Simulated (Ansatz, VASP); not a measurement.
**Two plane-wave programs on Mo**

```xyz
1
Lattice="2.7702 0.0000 0.0000 -1.3851 2.3991 0.0000 0.0000 0.0000 2.5259" Properties=species:S:1:pos:R:3 pbc="T T T"
Mo    0.0000    0.0000    1.2630
```

This isn't the form of Mo at room conditions, which is bcc.

Alike in both runs: task single point; functional PBE; k mesh 12 × 12 × 14; occupations gaussian, width 0.15 eV; no spin polarisation.

```csv
,VASP,Ansatz
version,VASP 6.6.1,Ansatz 0.2.0
potentials or method,"VASP PAW PBE potentials, release 64 (Mo_sv)","scalar-relativistic, plane waves, PAW"
plane-wave cutoff (eV),520,420
valence electrons in the cell,14,14
```

```csv
,VASP,Ansatz,Ansatz less VASP
gap on the k mesh at the Fermi level (eV),none,none,-
pressure (GPa),0.6,0.1,-0.53
largest component of the traceless stress (GPa),1.47,1.63,+0.165
```

A gap of «none» marks a metal or a gap that the smearing closes. With one functional, cell and mesh, what is left measures potentials, basis and numerics.
